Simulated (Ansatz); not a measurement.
# N: the band gap up the ladder of functionals

One table from this session's results is given with a row withheld; the runs are named, their logs left out.

Program: Ansatz 0.2.0. PAW datasets, plane waves. The values are computed, spin-unpolarised, and not measurements.

## Starting point

The cell was relaxed beforehand with r2SCAN+rVV10.

It is hexagonal, P6_3/mmc (No. 194); a = 3.579 Å, c = 7.641 Å in the conventional setting, 21.19 Å³ an atom. N has 1 N at 1.09 Å.

As a file:

```
N
1.0
     3.57926    0.00000    0.00000
    -1.78963    3.09973    0.00000
     0.00000    0.00000    7.64099
N
4
Direct
  0.33333 0.66667 0.32158
  0.33333 0.66667 0.17842
  0.66667 0.33333 0.82158
  0.66667 0.33333 0.67842
```

Set-up of the first run:

The input, input.yaml:

```yaml
crystal:
  lattice:
    - [3.5792591437, 0.0, 0.0]
    - [-1.7896295718, 3.0997293451, 0.0]
    - [0.0, 0.0, 7.6409876717]
  atoms:
    - { symbol: "N", position: [0.3333333333, 0.6666666667, 0.3215760822] }
    - { symbol: "N", position: [0.3333333333, 0.6666666667, 0.1784239178] }
    - { symbol: "N", position: [0.6666666667, 0.3333333333, 0.8215760822] }
    - { symbol: "N", position: [0.6666666667, 0.3333333333, 0.6784239178] }
kpoints:
  mp_grid: { grid: [12, 12, 4] }
  band_path:
    path:
      - [[0.0, 0.0, 0.0], [0.5, 6.335082737302e-17, 2.845560590154e-34], [0.3333333333333, 0.3333333333333, 5.691121180308e-34], [0.0, 0.0, 0.0], [-5.504518742146e-84, -4.944918071623e-51, 0.5], [0.5, 6.335082737302e-17, 0.5], [0.3333333333333, 0.3333333333333, 0.5], [-5.504518742146e-84, -4.944918071623e-51, 0.5]]
      - [[0.5, 6.335082737302e-17, 0.5], [0.5, 6.335082737302e-17, 2.845560590154e-34]]
      - [[0.3333333333333, 0.3333333333333, 0.5], [0.3333333333333, 0.3333333333333, 5.691121180308e-34]]
    npoints: 10
hamiltonian:
  xc: pbe
scf:
  occupations: { method: fermi_dirac, width: 0.02 }
  n_extra_bands: 5
output:
  forces: true
  stress: true
  eigenvalues: true
```

On the command line:

```bash
> ansatz run input.yaml --threads 2 --pin off --max-ram 2211MiB --backend cpu --events-out ev --progress --plain --runs-dir out
```

Steps of the session up to this table: PBE band path; r2SCAN; Single point with HSE06; PBE0; LDA; Quasiparticle levels, G0W0@PBE; Single point with DDH-PBE0; r2SCAN0; Single point with LC-ωPBE.

One of the session's tables, all rows but one given; the rest of the session is left out.

| level | gap (eV) |
| --- | --- |
| PBE | 7.08 |
| r2SCAN | 7.73 |
| HSE06 | 9.37 |
| PBE0 | ? |
| LDA | 6.89 |
| G0W0@PBE (253 empty bands) | 13.25 |
| G0W0@PBE (628 empty bands) | 13.31 |
| DDH-PBE0 | 14.65 |
| r2SCAN0 | 10.59 |
| LC-ωPBE | 15.61 |

Q: Estimate the row for PBE0 from the others.

**Answer.** gap (eV): 10.17. In the column «gap (eV)» it lies between HSE06 (9.37) and r2SCAN0 (10.59).

Meshes: PBE 12×12×4, r2SCAN 12×12×4, HSE06 6×6×2, PBE0 6×6×2, LDA 12×12×4, DDH-PBE0 6×6×2, r2SCAN0 6×6×2, LC-ωPBE 6×6×2.

What this shows: The gap runs from 6.89 eV (LDA) to 15.61 eV (LC-ωPBE). PBE reaches 53 % of the G0W0@PBE value, and r2SCAN 58 %. PBE0 lies 0.80 eV above HSE06, which differs from it by screening the long-range exchange. G0W0 here is at a finite number of bands, screening cutoff and k mesh, not at the basis limit.

Limits of these values: Warnings in the runs' records: stress exchange threshold loose, stress scf threshold loose.
